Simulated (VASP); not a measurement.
A run of VASP 6.6.1 is set up as follows.

INCAR

```
SYSTEM = Ir
  ALGO = Normal
  EDIFF = 1E-6
  EDIFFG = -0.01
  ENCUT = 520
  GGA = PE
  IBRION = 2
  ISIF = 3
  ISMEAR = 0
  LASPH = .TRUE.
  LCHARG = .FALSE.
  LREAL = .FALSE.
  LWAVE = .FALSE.
  NELM = 120
  NSW = 90
  PREC = Accurate
  SIGMA = 0.1
```

The input KPOINTS:

```
k-points
0
G
  19 19 19
  0 0 0
```

Contents of POSCAR:

```
Ir
1.0
    0.0000000000      1.9156000000      1.9156000000
    1.9156000000      0.0000000000      1.9156000000
    1.9156000000      1.9156000000      0.0000000000
Ir
1
Direct
    0.0000000000      0.0000000000      0.0000000000
```

Potentials or basis: VASP PAW PBE potentials, release 64 (Ir).

Run with:

```bash
$ cat potpaw_PBE.64/Ir/POTCAR > POTCAR
$ mpirun -np 1 vasp_std > vasp.out
```

Task: Estimate the relaxed cell.

Result: a = 2.739 Å, b = 2.739 Å, c = 2.739 Å, α = 60.00°, β = 60.00°, γ = 60.00°.

Task: What does it give for the band gap on the k mesh?

Result: None (metal or under the smearing width).

The path:
| step | energy change (eV) | largest force (eV/Å) | pressure (GPa) | volume (Å³) |
| --- | --- | --- | --- | --- |
| 1 | 0.0000 | 0.0000 | 12.39 | 14.06 |
| 2 | 0.1858 | 0.0000 | -30.76 | 16.39 |
| 3 | -0.0173 | 0.0000 | -0.61 | 14.55 |
| 4 | -0.0174 | 0.0000 | -0.07 | 14.53 |

The run has no spin-orbit coupling, so splittings on Ir are missing. PBE usually gives volumes a little too large and moduli too small.
